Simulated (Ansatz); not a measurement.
# Phonon dispersion of RbBr

Theory: DFT PBE, scalar-relativistic, plane waves, PAW in Ansatz 0.2.0. Cutoff 420 eV, 6×6×6 k-points (Γ-centred), fixed occupations. No spin polarisation. Phonons by linear response, acoustic sum rule imposed.

The cell, relaxed at this level:
```
CELL_PARAMETERS angstrom
2.75458 1.59035 4.50070
-2.75458 1.59035 4.50070
0.00000 -3.18071 4.50070
ATOMIC_POSITIONS crystal
Rb 0.99942 0.99942 0.99942
Br 0.24933 0.24933 0.24933
```

The structure comes from a generated guess, relaxed at this level; another structure or a mixture of phases may lie lower. The q mesh is coarse, so values between its points are rough.

Force constants from linear response on a 2×2×2 q mesh.

Q: Is the structure dynamically stable on the q mesh?

A: Yes, on this mesh: no mode is imaginary.

Q: Give the frequencies (cm⁻¹) at the zone-boundary points of high symmetry (interpolated where a point lies off the q mesh).

A:
```csv
point,q,frequencies
T,-0.500 -0.500 -0.500,15 15 73 84 86 86
H2,-0.500 -0.250 -0.750,37 38 70 71 87 88
H0,-0.250 0.250 -0.500,37 38 70 71 87 88
L,0.000 0.000 -0.500,15 15 73 84 86 86
S0,0.000 0.375 -0.375,24 44 69 76 85 88
S2,-0.375 0.000 -0.625,24 44 69 76 85 88
F,-0.500 0.000 -0.500,28 28 78 79 85 85
```
